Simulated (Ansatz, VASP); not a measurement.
**GaP, level by level in two programs**

```
Ga P
1.0
     0.00000    2.66962    2.66962
     2.66962    0.00000    2.66962
     2.66962    2.66962    0.00000
Ga P
1 1
Direct
  0.00000 0.00000 0.00000
  0.75000 0.75000 0.75000
```

Change from the starting cell: volume scaled by 0.94.

Single points on this cell with VASP 6.6.1 and Ansatz 0.2.0. Each row is one pair of runs. Alike in all rows: spin: off; k mesh: 8 × 8 × 8; smearing: fermi-dirac, width 0.05 eV; VASP's potentials, cutoff: VASP PAW PBE potentials, release 64 (Ga_d, P), 520 eV.

| level | Ansatz's potentials, cutoff | gap on the k mesh at the Fermi level (eV), VASP | gap on the k mesh at the Fermi level (eV), Ansatz | least direct gap on the mesh (eV), VASP | least direct gap on the mesh (eV), Ansatz | pressure (GPa), VASP | pressure (GPa), Ansatz |
| --- | --- | --- | --- | --- | --- | --- | --- |
| PBE | JTH PAW, 3600 eV | 1.52 | 1.51 | 2.35 | 2.34 | 8.7 | 8.8 |
| PBE | Ansatz PAW earlier set, 1300 eV | 1.52 | 1.52 | 2.35 | 2.35 | 8.7 | 8.7 |
| PBE | SPMS NC, 925 eV | 1.52 | 1.52 | 2.35 | 2.34 | 8.7 | 9.0 |
| PBE | Ansatz PAW, 420 eV | 1.52 | 1.52 | 2.35 | 2.35 | 8.7 | 8.7 |
| r2SCAN | Ansatz PAW, 500 eV | 1.78 | 1.77 | 2.90 | 2.92 | 6.1 | 6.3 |
| PBEsol | Ansatz PAW, 420 eV | 1.38 | 1.38 | 2.27 | 2.26 | 5.2 | 5.3 |

Gap on the k mesh at the fermi level (eV): the two programs differ by at most 0.004; least direct gap on the mesh (eV): the two programs differ by at most 0.024; pressure (GPa): the two programs differ by at most 0.33.

Caveats: the PAW data sets were made with another functional, which shifts forces and pressure a little (VASP); the PAW data sets come from PBE, with cores solved anew for the run's functional, which leaves a small shift of forces and pressure (Ansatz).
